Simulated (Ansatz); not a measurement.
TiO under changes of volume

One of the cells (9.802 Å³/atom); the others are scaled copies at fixed shape and fractional positions:

```
Ti O
1.0
     2.85161    0.00000    0.00000
    -1.42580    2.46956    0.00000
     0.00000    0.00000    5.56750
Ti O
2 2
Direct
  0.66667 0.33333 0.75000
  0.33333 0.66667 0.25000
  0.00000 0.00000 0.50000
  0.00000 0.00000 0.00000
```

The cell comes from a database or a generator and needn't be the stable form of this composition.

- Program: Ansatz 0.2.0
- Functional: PBEsol
- Potentials or basis: Ansatz PAW
- Cutoff: 420 eV (not typed: the program's choice for these potentials)
- k mesh: 11 × 11 × 5
- Occupations: fermi-dirac, width 0.05 eV
- Spin: no spin polarisation

| volume (Å³/atom) | energy over the lowest point (meV/atom) | pressure (GPa) |
| --- | --- | --- |
| 9.214 | ? | ? |
| 9.410 | 0.00 | -0.7 |
| 9.606 | 3.91 | -5.6 |
| 9.802 | 13.54 | -10.0 |
| 9.998 | 28.18 | -13.9 |
| 10.194 | 47.48 | -17.5 |
| 10.390 | 70.75 | -20.6 |

Question: What does the run at 9.214 Å³/atom give?

Answer: Energy over the lowest point 2.47 meV/atom; pressure 4.8 GPa.

Worked out: A Birch-Murnaghan fit of order 3 (a polynomial in V^(-2/3)) to the other rows has its minimum at 9.38 Å³/atom, just outside them, with B0 = V·E''(V) = 253 GPa and B' = 4.4 at fixed shape and positions, which overstates the stiffness. It gives 2.46 meV/atom at 9.214 Å³/atom, against the run's 2.47, and -dE/dV = 4.8 GPa, against 4.8.

Energies are extrapolated to zero smearing.

Caveats: the PAW data sets come from PBE, with cores solved anew for the run's functional, which leaves a small shift of forces and pressure.
